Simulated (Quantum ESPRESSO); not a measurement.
**PtS2 under changes of volume**

One of the cells (18.261 Å³/atom); the others are scaled copies at fixed shape and fractional positions:

```xyz
3
Lattice="3.5432 0.0000 0.0000 -1.7716 3.0685 0.0000 0.0000 0.0000 5.0388" Properties=species:S:1:pos:R:3 pbc="T T T"
Pt    0.0000    0.0000    0.0000
S     1.7716    1.0228    3.8950
S     0.0000    2.0457    1.1438
```

| Property | Result |
| --- | --- |
| Program | Quantum ESPRESSO 7.5 |
| Functional | r2SCAN |
| Potentials or basis | SG15 PBE 1.2 |
| Cutoff | 952 eV |
| Density cutoff | 3810 eV |
| k mesh | 6 × 6 × 4 |
| Occupations | fermi-dirac, width 0.05 eV |
| Spin | no spin polarisation |

| volume (Å³/atom) | energy over the lowest point (meV/atom) | pressure (GPa) | gap on the mesh (eV) | largest force (eV/Å) |
| --- | --- | --- | --- | --- |
| 17.165 | 137.49 | 22.0 | 1.22 | 2.309 |
| 17.531 | 92.41 | 17.3 | 1.20 | 1.922 |
| 17.896 | 57.48 | 13.1 | 1.18 | 1.565 |
| 18.261 | ? | ? | ? | ? |
| 18.626 | 14.04 | 6.0 | 1.13 | 0.933 |
| 18.992 | 3.73 | 2.9 | 1.11 | 0.653 |
| 19.357 | 0.00 | 0.2 | 1.09 | 0.395 |

Task: What does the run at 18.261 Å³/atom give?

Result: Energy over the lowest point 31.67 meV/atom; pressure 9.3 GPa; gap on the mesh 1.15 eV; largest force 1.236 eV/Å.

Worked out: A Birch-Murnaghan fit of order 3 (a polynomial in V^(-2/3)) to the other rows has its minimum at 19.40 Å³/atom, just outside them, with B0 = V·E''(V) = 137 GPa and B' = 4.6 at fixed shape and positions, which overstates the stiffness. It gives 31.70 meV/atom at 18.261 Å³/atom, against the run's 31.67, and -dE/dV = 9.5 GPa, against 9.3. A straight line through the other rows of the gap, of slope -1.11 eV per unit of ln V, gives 1.15 eV, against the run's 1.15.

Energies are extrapolated to zero smearing.

Caveats: the potentials were made for another functional, which shifts forces and pressure; spin-orbit coupling is left out, which moves the levels of the heavy elements.

A mesh can miss the band edges.
